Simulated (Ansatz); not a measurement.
# Al (P6_3/mmc) in Ansatz: a series of runs

The runs below take Al through single point, with PBEsol.

All numbers are computed with Ansatz 0.2.0; they aren't measurements. Logs are shortened: lines on timing, memory, paths and dates and some standing lists are left out, and cuts for length are marked.

**1. The structure**

Symmetry: P6_3/mmc, No. 194, hexagonal system. Conventional cell: a = 2.812 Å, b = 2.812 Å, c = 4.867 Å, α = 90.00°, β = 90.00°, γ = 120.00°. Around Al (site symmetry -6m2) lie 12 Al at 2.81 to 2.93 Å.

This isn't the form of Al at room conditions, which is fcc.

**2. Single point, PBEsol, 15.67 Å³/atom (volume scaled by 0.94)**

File input.yaml:

```yaml
crystal:
  lattice:
    - [2.7550421937, 0.0, 0.0]
    - [-1.3775210968, 2.3859365282, 0.0]
    - [0.0, 0.0, 4.7674986532]
  atoms:
    - { symbol: Al, position: [0.3333333333, 0.6666666667, 0.25] }
    - { symbol: Al, position: [0.6666666667, 0.3333333333, 0.75] }
kpoints:
  mp_grid: { grid: [11, 11, 6] }
scf:
  occupations: { method: fermi_dirac, width: 0.05 }
hamiltonian:
  xc: pbesol
  pseudopotentials: { kind: all_electron, lapw: { basis_error: 0.0005 } }
output:
  forces: true
  stress: true
  eigenvalues: true
```

Potentials or basis: all-electron LAPW, scalar-relativistic.

Launch:

```bash
> ansatz run input.yaml --threads 1 --pin off --max-ram 3072MiB --backend cpu --events-out ev --progress --plain --runs-dir out
```

The log of the run:

```text
Warning: RAYON_NUM_THREADS=1 ignored (pool sized by the plan → 1); use --threads N
LAPW: plane waves up to 6.574 Å⁻¹, error target 5.0e-4 eV per atom; small_component_spin mean_spin; Al in spheres of 1.378 Å, 11 of its electrons in bands, Dirac shells [] (how accurate: hamiltonian.pseudopotentials.lapw.basis_error, Limitations)
Engine: ansatz 0.2.0, aarch64-unknown-linux-gnu
Pseudopotentials: kind: all_electron
Pseudopotential: Al, LAPW, valence charge 11, lapw/all_electron/scalar/gaussian/Al, Koelling and Harmon's equation, gaussian nucleus
Functional definition: PBEsol
  exchange = pbesol_x
  correlation = pbesol_c
Crystal: 2 atoms, lattice volume = 31.338 Å³
Basis set: ecut = 164.63553289036992 eV, 135 PW (Γ), exchange–correlation at level 2
Bands: 15, of which v1, the nominal top of the filled ones, is band 11 counted from 1 (10 counted from 0)
Symmetry: 24 space group operations
Space group: P63/mmc (ITA 194), of the structure as read, at distance tolerance 3.2e-5 Å
k-points: 64 of 726
Non-local potential: Al, projectors of the file, none
Initial density: superposition of atomic densities (chi_scale 0.1, normalization cell)
Initial wavefunctions: plane waves of lowest kinetic energy (no species holds an atomic orbital)
Functional: x = pbesol(κ = 0.804, μ = 0.12345679012345678), c = pbesol(β = 0.046)
iter 1 solved again at ethr=1.33e-4 eV; its pass at ethr=1.00e-1 eV (dr2=2.94e-2 eV) is discarded
SCF iter   1: F=—  HF=-13189.139200 eV  |F-HF|=—  |Δ(HF+E_count)|=         —  Δρ=1.23e-2  dr2=2.96e-2  ethr=1.33e-4  ⟨swp⟩=3.2  Hψ=7159  notcnv=0
preconditioner: auto → none  [metal: Δε(μ)=0.119 eV  Ē_g=9.367 eV  σ=0.050 eV  W_gap=0.48  n_scr=2 (ndim 8)  ℏωp=16.2 eV  f_vac=0.000  D(μ)=0.44/eV (n_scr^D=2)  sad-step TF]
SCF iter   2: F=—  HF=-13189.094037 eV  |F-HF|=—  |Δ(HF+E_count)|=   4.52e-2  Δρ=7.44e-3  dr2=1.25e-2  ethr=1.33e-4  ⟨swp⟩=2.0  Hψ=2647  notcnv=0
iter 3 solved again at ethr=1.25e-6 eV; its pass at ethr=5.67e-5 eV (dr2=2.75e-4 eV) is discarded
SCF iter   3: F=—  HF=-13189.081711 eV  |F-HF|=—  |Δ(HF+E_count)|=   1.23e-2  Δρ=1.00e-3  dr2=2.76e-4  ethr=1.25e-6  ⟨swp⟩=2.0  Hψ=4710  notcnv=0
SCF iter   4: F=—  HF=-13189.081676 eV  |F-HF|=—  |Δ(HF+E_count)|=         —  Δρ=1.87e-4  dr2=1.03e-5  ethr=1.25e-6  ⟨swp⟩=2.0  Hψ=2622  notcnv=0
the basis was enlarged: its passes take 60.3 KiB over the memory plan, 1 of 1 planned eigensolver slots
SCF iter   5: F=-13189.081676 eV  HF=-13189.081676 eV  |F-HF|=2.74e-9  |Δ(HF+E_count)|=   7.25e-7  Δρ=9.82e-6  dr2=2.61e-8  ethr=4.68e-8  ⟨swp⟩=2.0  Hψ=2622  notcnv=0
SCF 1 converged in 5 iterations: F = -13189.081676 eV  dr2 = 2.61e-8
SCF converged after 5 iterations
Free energy (F): -13189.081676 eV
Harris-Foulkes:  -13189.081676 eV  (|F-HF|=2.74e-9)
Internal energy: -13189.077551 eV  (E = F + TS)
E sigma→0 (E₀):  -13189.079614 eV
Entropy (-TS):   -0.004125 eV (-2.063 meV/atom)
Fermi energy:    10.439373 eV
--- Per-component energies (eV) ---
  E_band       = -986.022944
  E_kinetic    = 13215.176637
  E_xc         = -988.321518
  E_electrostatic = -25415.932670  (all electrons and nuclei)
  E_smearing   = -0.004125  (= −TS)
  E_closure    = 0.000000  (closes the sum)
  E_atoms      = -13180.977686  (free atoms, spherical and without spin; not in F)
  Σ components = -13189.081676   (vs F -13189.081676, Δ=0.00e0)
  Basis errors (estimates in eV, not in F): energy 1.6e-4 per atom: plane waves 1.4e-4 (7.3e-5 summed), levels above the bands 1.1e-43, relativity 2.0e-9, radial functions 2.3e-5, core shells 4.3e-13; eigenvalues (radial functions only) 1.1e-6; not estimated: angular momenta, meshes, grids; target (lapw.basis_error) 5.0e-4; muffin-tin radii Al 1.378 Å
--- Forces (eV/Å), atoms counted from 1 ---
  atom   1  Al     0.00000000    -0.00000000     0.00000000
  atom   2  Al     0.00000000     0.00000000     0.00000000
  max |Σ_I F_I| component: 1.16e-18 eV/Å
--- Stress (GPa, compression-positive) ---
        6.077309       0.000000       0.000000
        0.000000       6.077309       0.000000
        0.000000       0.000000      -0.414828
  P = ⅓ Tr σ = 3.9133 GPa (39.133 kbar)
--- Band table (eV; the first three rows and the last of 64) ---
  k-point 0: bands = ["-92.5601", "-92.5574", "-54.2566", "-54.2335", "-54.2230", "-54.2230", "-54.2200", "-54.2200", "-1.0874", "5.2398", "5.3096", "21.8350", "22.3710", "22.3710", "22.4176"]
  k-point 1: bands = ["-92.5599", "-92.5576", "-54.2551", "-54.2351", "-54.2228", "-54.2228", "-54.2202", "-54.2202", "-0.9066", "3.3599", "7.5082", "19.2176", "22.4994", "22.4994", "22.5593"]
  k-point 2: bands = ["-92.5594", "-92.5581", "-54.2509", "-54.2393", "-54.2223", "-54.2223", "-54.2208", "-54.2208", "-0.3659", "1.7752", "10.0472", "15.9603", "22.8640", "22.8640", "22.9507"]
  k-point 63: bands = ["-92.5551", "-92.5551", "-54.2478", "-54.2478", "-54.2401", "-54.2401", "-54.2346", "-54.2346", "7.6990", "7.6990", "8.5538", "8.5538", "10.6674", "10.6674", "19.8008"]
```

It took 4.2 s on 1 thread of Arm Neoverse V1, shared host; peak memory 0.23 GiB.

What came out:

* Free energy: -13189.0817 eV
* Pressure: 3.9 GPa
* Band gap on the k mesh: none (metal or under the smearing width)

**3. Single point, PBEsol, 16.00 Å³/atom (volume scaled by 0.96)**

input.yaml, as its differences from that of step 2:

```diff
@@ -2,5 +2,5 @@
   lattice:
-    - [2.7550421937, 0.0, 0.0]
-    - [-1.3775210968, 2.3859365282, 0.0]
-    - [0.0, 0.0, 4.7674986532]
+    - [2.7744445386, 0.0, 0.0]
+    - [-1.3872222692, 2.4027394518, 0.0]
+    - [0.0, 0.0, 4.8010736936]
   atoms:
```

Potentials or basis: all-electron LAPW, scalar-relativistic.

Launch:

```bash
> ansatz run input.yaml --threads 1 --pin off --max-ram 3072MiB --backend cpu --events-out ev --progress --plain --runs-dir out
```

It took 4 s on 1 thread of Arm Neoverse V1, shared host; peak memory 0.23 GiB.

It converged, with:

| Quantity | Value |
| --- | --- |
| Free energy | -13189.0938 eV |
| Pressure | 2.0 GPa |
| Band gap on the k mesh | none (metal or under the smearing width) |

**4. Single point, PBEsol, 16.34 Å³/atom (volume scaled by 0.98)**

input.yaml, as its differences from that of step 3:

```diff
@@ -2,5 +2,5 @@
   lattice:
-    - [2.7744445386, 0.0, 0.0]
-    - [-1.3872222692, 2.4027394518, 0.0]
-    - [0.0, 0.0, 4.8010736936]
+    - [2.7935792435, 0.0, 0.0]
+    - [-1.3967896217, 2.4193105923, 0.0]
+    - [0.0, 0.0, 4.834185593]
   atoms:
```

Launch:

```bash
> ansatz run input.yaml --threads 1 --pin off --max-ram 3072MiB --backend cpu --events-out ev --progress --plain --runs-dir out
```

Wall time 4 s (1 thread of Arm Neoverse V1, shared host); peak memory 0.23 GiB.

Results (log left out):

```yaml
Free_energy: -13189.0984 eV
Pressure: 0.2 GPa
Band_gap_on_the_k_mesh: none (metal or under the smearing width)
```

**5. Single point, PBEsol, 16.67 Å³/atom**

input.yaml, as its differences from that of step 4:

```diff
@@ -2,5 +2,5 @@
   lattice:
-    - [2.7935792435, 0.0, 0.0]
-    - [-1.3967896217, 2.4193105923, 0.0]
-    - [0.0, 0.0, 4.834185593]
+    - [2.8124553515, 0.0, 0.0]
+    - [-1.4062276757, 2.4356577814, 0.0]
+    - [0.0, 0.0, 4.86685]
   atoms:
```

Launch:

```bash
> ansatz run input.yaml --threads 1 --pin off --max-ram 3072MiB --backend cpu --events-out ev --progress --plain --runs-dir out
```

It took 4 s on 1 thread of Arm Neoverse V1, shared host; peak memory 0.23 GiB.

The run converged. Its results:

- Free energy: -13189.0960 eV
- Pressure: -1.3 GPa
- Band gap on the k mesh: none (metal or under the smearing width)

**6. Single point, PBEsol, 17.00 Å³/atom (volume scaled by 1.02)**

input.yaml, as its differences from that of step 5:

```diff
@@ -2,5 +2,5 @@
   lattice:
-    - [2.8124553515, 0.0, 0.0]
-    - [-1.4062276757, 2.4356577814, 0.0]
-    - [0.0, 0.0, 4.86685]
+    - [2.8310814264, 0.0, 0.0]
+    - [-1.4155407132, 2.4517884355, 0.0]
+    - [0.0, 0.0, 4.899081734]
   atoms:
```

Potentials or basis: all-electron LAPW, scalar-relativistic.

Launch:

```bash
> ansatz run input.yaml --threads 1 --pin off --max-ram 3072MiB --backend cpu --events-out ev --progress --plain --runs-dir out
```

It took 4 s on 1 thread of Arm Neoverse V1, shared host; peak memory 0.23 GiB.

Results (log left out):

| Quantity | Value |
| --- | --- |
| Free energy | -13189.0875 eV |
| Pressure | -2.7 GPa |
| Band gap on the k mesh | none (metal or under the smearing width) |

**7. Single point, PBEsol, 17.34 Å³/atom (volume scaled by 1.04)**

input.yaml, as its differences from that of step 6:

```diff
@@ -2,5 +2,5 @@
   lattice:
-    - [2.8310814264, 0.0, 0.0]
-    - [-1.4155407132, 2.4517884355, 0.0]
-    - [0.0, 0.0, 4.899081734]
+    - [2.8494655872, 0.0, 0.0]
+    - [-1.4247327935, 2.4677095857, 0.0]
+    - [0.0, 0.0, 4.9308948445]
   atoms:
```

Launch:

```bash
> ansatz run input.yaml --threads 1 --pin off --max-ram 3072MiB --backend cpu --events-out ev --progress --plain --runs-dir out
```

It took 4 s on 1 thread of Arm Neoverse V1, shared host; peak memory 0.23 GiB.

The run converged. Its results:

- Free energy: -13189.0735 eV
- Pressure: -4.0 GPa
- Band gap on the k mesh: none (metal or under the smearing width)

**8. Single point, PBEsol, 17.67 Å³/atom (volume scaled by 1.06)**

input.yaml, as its differences from that of step 7:

```diff
@@ -2,5 +2,5 @@
   lattice:
-    - [2.8494655872, 0.0, 0.0]
-    - [-1.4247327935, 2.4677095857, 0.0]
-    - [0.0, 0.0, 4.9308948445]
+    - [2.8676155389, 0.0, 0.0]
+    - [-1.4338077694, 2.4834279049, 0.0]
+    - [0.0, 0.0, 4.9623026648]
   atoms:
```

Launch:

```bash
> ansatz run input.yaml --threads 1 --pin off --max-ram 3072MiB --backend cpu --events-out ev --progress --plain --runs-dir out
```

It took 3.9 s on 1 thread of Arm Neoverse V1, shared host; peak memory 0.23 GiB.

It converged, with:

- Free energy: -13189.0546 eV
- Pressure: -5.1 GPa
- Band gap on the k mesh: none (metal or under the smearing width)

**9. The reference run**

An earlier run on the cell as given: functional PBEsol; potentials or basis all-electron LAPW, scalar-relativistic; cutoff 138 eV (chosen from the basis error); basis error allowed 0.001 eV/atom; k mesh 11 × 11 × 6; occupations fermi-dirac, width 0.05 eV; no spin polarisation.

- Pressure: -1.3 GPa
- Band gap on the k mesh: none (metal or under the smearing width)
